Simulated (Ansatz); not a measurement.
Te: atoms shaken at random, then relaxed in the fixed cell

Theory: DFT, PBE, all-electron LAPW, scalar-relativistic in Ansatz 0.2.0.

Command: `ansatz run input.yaml --threads 1 --pin off --max-ram 3072MiB --backend cpu --events-out ev --progress --plain --runs-dir out` The run took 26 min on 1 thread of Intel(R) Xeon(R) Processor @ 2.50GHz (Skylake/Cascade Lake) (shared host), peak memory 0.64 GiB.

```yaml
crystal:
  lattice:
    - [3.8202894285, -2.1482026, 0.0]
    - [3.8202894285, 2.1482026, 0.0]
    - [-0.0942908673, 0.0, 5.9760906531]
  atoms:
    - { symbol: Te, position: [0.72086922, 0.67182529, 0.66745885] }
    - { symbol: Te, position: [0.3137362, 0.3076182, 0.32832861] }
    - { symbol: Te, position: [0.01310367, 0.00585376, -0.00384577] }
kpoints:
  mp_grid: { grid: [6, 6, 4] }
scf:
  occupations: { method: fermi_dirac, width: 0.05 }
hamiltonian:
  xc: pbe
  pseudopotentials: { kind: all_electron, lapw: { basis_error: 0.001 } }
output:
  forces: true
  stress: true
relax:
  f_tol: 0.01
  max_steps: 80
```

No spin–orbit coupling, which matters for the heavy atoms here.

The cell is the one relaxed in the Materials Project (mp-570459); entries there can be hypothetical. The listed cell was then made from it by scaling, straining or moving an atom.

Each frame lists Cartesian positions (Å) and forces (eV/Å). Free energies count from the first step, -554652.9470 eV.

The walk took 8 evaluations in all; steps that aren't listed are left out.

Step 1: E = 0.0 meV

```
Te    5.2576   -0.1054    3.9888    -0.218  -0.168  -0.246
Te    2.3428   -0.0131    1.9621     0.132   0.166   0.215
Te    0.0728   -0.0156   -0.0230     0.086   0.002   0.030
```

Step 2:

```
Te    5.1945   -0.1391    3.9396
Te    2.3880    0.0223    2.0056
Te    0.0906   -0.0173   -0.0173
```

Step 3: E = -51.9 meV

```
Te    5.1597   -0.1853    3.9332    -0.107  -0.175   0.170
Te    2.3874    0.0607    2.0077    -0.129   0.054  -0.177
Te    0.1260   -0.0095   -0.0130     0.236   0.121   0.008
```

Step 4: E = -77.8 meV

```
Te    5.1211   -0.2256    3.9389    -0.107  -0.133   0.193
Te    2.3859    0.0829    2.0000    -0.128  -0.022  -0.165
Te    0.1661    0.0086   -0.0110     0.235   0.154  -0.028
```

Step 5: E = -37.1 meV, step rejected

```
Te    4.9857   -0.3521    3.9948     0.412   0.545  -0.431
Te    2.3576    0.1051    1.9594     0.093  -0.162   0.184
Te    0.3299    0.1129   -0.0263    -0.504  -0.382   0.247
```

Step 6: E = -109.4 meV

```
Te    5.0770   -0.2757    3.9591    -0.020   0.028   0.071
Te    2.3533    0.0734    1.9854    -0.005  -0.029  -0.054
Te    0.2429    0.0682   -0.0166     0.025   0.001  -0.017
```

(1) Give the energy and forces of step 2.

(2) How does the relaxation end?

Answers

(1) E = -29.1 meV
```
Te    5.1945   -0.1391    3.9396    -0.055  -0.188   0.069
Te    2.3880    0.0223    2.0056    -0.113   0.138  -0.091
Te    0.0906   -0.0173   -0.0173     0.168   0.050   0.022
```

(2) It converges, with a = 4.383 Å, b = 4.383 Å, c = 5.977 Å, α = 90.79°, β = 90.79°, γ = 58.70° for the cell as listed; within 0.05 Å it has space group C2; smaller departures are within what the tolerances leave open. The last solve (at the final positions) gives E = -110.2 meV:
```
Te    5.0750   -0.2675    3.9691    -0.006  -0.003  -0.005
Te    2.3489    0.0685    1.9801     0.004  -0.004  -0.003
Te    0.2493    0.0648   -0.0212     0.002   0.007   0.008
```
